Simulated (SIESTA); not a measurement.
Ta in SIESTA: convergence with Tolerance

Input of the first run (Tolerance 0.1); the others differ in this setting and in those tied to it:

Contents of Ta.fdf:

```
SystemName                      Ta
SystemLabel                     Ta
NumberOfSpecies                 1
NumberOfAtoms                   1
%block ChemicalSpeciesLabel
  1  73 Ta
%endblock ChemicalSpeciesLabel

LatticeConstant                 1.0 Ang
%block LatticeVectors
    -1.6207340000     1.6546480000     1.6292400000
     1.6978010000    -1.6261700000     1.6778290000
     1.6224360000     1.6278720000    -1.6007620000
%endblock LatticeVectors
AtomicCoordinatesFormat         Fractional
%block AtomicCoordinatesAndAtomicSpecies
     0.0019110000    -0.0235750000    -0.0041030000  1  Ta
%endblock AtomicCoordinatesAndAtomicSpecies

%block kgrid.MonkhorstPack
    8   0   0  0.0
    0   8   0  0.0
    0   0   8  0.0
%endblock kgrid.MonkhorstPack
XC.Functional                   GGA
XC.Authors                      PBE
PAO.BasisSize                   DZP
PAO.EnergyShift                 0.003 Ry
Mesh.Cutoff                     800 Ry
OccupationFunction              FD
ElectronicTemperature           0.05 eV
MaxSCFIterations                120
SCF.MustConverge                false
SCF.Mixer.Method                Pulay
SCF.Mixer.Weight                0.25
SCF.Mixer.History               8
SCF.DM.Tolerance                1.0e-01
SCF.H.Tolerance                 1.0e+00 eV
WriteForces                     true
Charge.Mulliken                 end
%block PAO.Basis
  Ta 5
  n=5 0 2
    3.138 0.000
  n=6 0 2
    7.733 0.000
  n=5 1 2
    3.782 0.000
  n=6 1 1
    7.733
  n=5 2 2
    7.181 0.000
%endblock PAO.Basis
```

Potentials or basis: PseudoDojo 0.4 standard (PBE files), DZP (energy shift 0.003 Ry; two zetas on semicore shells).

The run is started by

```console
$ siesta < Ta.fdf > Ta.out 2>&1
```

The cell isn't the ideal one: cell strained at random at fixed volume.

Hardware: 1 thread of Intel(R) Xeon(R) Platinum 8259CL CPU @ 2.50GHz (Skylake/Cascade Lake), with other jobs on the host.

| Tolerance | energy less the tightest run, at zero smearing (meV/atom) | pressure (GPa) | SCF cycles | CPU time (s) | peak memory (GiB) |
| --- | --- | --- | --- | --- | --- |
| 0.1 | 0.02 | 2.33 | 4 | 26 | 0.24 |
| 0.01 | 0.02 | 2.33 | 4 | 28 | 0.25 |
| 0.001 | 0.00 | 2.37 | 6 | 33 | 0.25 |
| 0.0001 | 0.00 | 2.37 | 7 | 35 | 0.25 |
| 1e-05 | 0.00 | 2.37 | 9 | 41 | 0.25 |
| 1e-06 | 0.00 | 2.37 | 9 | 45 | 0.25 |

Against the tightest run, the energy stays within 1 meV/atom from 0.1 on; the pressure stays within 0.1 GPa from 0.1 on. The tightest run that finished is the yardstick and may itself not be fully converged.

Caveat, for the tightest run too: short orbitals over semicore shells can move pressures by several GPa; the basis of atomic orbitals isn't converged, which shifts pressures, moduli and gaps. The run has no spin-orbit coupling, so splittings on Ta are missing.
